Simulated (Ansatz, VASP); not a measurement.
**LiH: VASP beside Ansatz**

POSCAR

```
LiH
1.0
    2.0367500000      2.0367500000      0.0000000000
   -2.0367500000      2.0367500000      0.0000000000
    0.0000000000      2.0367500000      2.0367500000
Li H
1 1
Direct
    0.0000000000      0.0000000000      0.0000000000
    0.5000000000      0.5000000000      0.0000000000
```

INCAR.step1

```
PREC = Accurate
ENCUT = 600
ISMEAR = -1
SIGMA = 0.05
LREAL = F
LASPH = T
NELM = 60
GGA = PE
ALGO = Normal
EDIFF = 1E-4
LWAVE = T
LCHARG = F
```

The input INCAR.step2:

```
PREC = Accurate
ENCUT = 600
EDIFF = 1E-7
ISMEAR = -1
SIGMA = 0.05
LREAL = F
LASPH = T
NELM = 60
ALGO = Normal
ISIF = 3
LWAVE = F
LCHARG = F
METAGGA = R2SCAN
LMIXTAU = T
IBRION = 2
NSW = 100
EDIFFG = -0.002
ISTART = 1
```

File KPOINTS:

```
Automatic mesh
0
Gamma
  14 14 14
```

Input for Ansatz:

```yaml
crystal:
  lattice:
    - [2.03675, 2.03675, 0.0]
    - [-2.03675, 2.03675, 0.0]
    - [0.0, 2.03675, 2.03675]
  atoms:
    - { symbol: Li, position: [0.0, 0.0, 0.0] }
    - { symbol: H, position: [0.5, 0.5, 0.0] }
kpoints:
  mp_grid: { grid: [14, 14, 14] }
scf:
  occupations: { method: fermi_dirac, width: 0.05 }
hamiltonian:
  xc: r2scan
  pseudopotentials: { kind: paw }
relax:
  f_tol: 0.002
  max_steps: 80
  cell: {}
output:
  forces: true
  stress: true
```

Alike in both runs: task relaxation of cell and atoms; functional r2SCAN; k mesh 14 × 14 × 14; occupations fermi-dirac, width 0.05 eV; no spin polarisation.

|  | VASP | Ansatz |
| --- | --- | --- |
| version | VASP 6.6.1 | Ansatz 0.2.0 |
| potentials or method | VASP PAW PBE potentials, release 64 (Li_sv, H) | PAW with Ansatz's default frozen-core files, scalar-relativistic |
| plane-wave cutoff (eV) | 600 | 500 |
| valence electrons in the cell | 4 | 4 |

|  | VASP | Ansatz | Ansatz less VASP |
| --- | --- | --- | --- |
| relaxed volume (Å³/atom) | 7.95 | 8.03 | +0.076 |
| relaxed cell length with the largest relative difference (Å) | 2.823 | 2.832 | +0.0090 |
| energy change over the relaxation (meV/atom) | -3 | -2 | +0.8 |

Caveats: the cutoff is under 1.25 times the usual one of these potentials, so pressure, stress and relaxed cells hold a basis-set (Pulay) error (VASP); the PAW data sets were made with another functional, which shifts forces and pressure a little (VASP). A k mesh can miss the band edges.
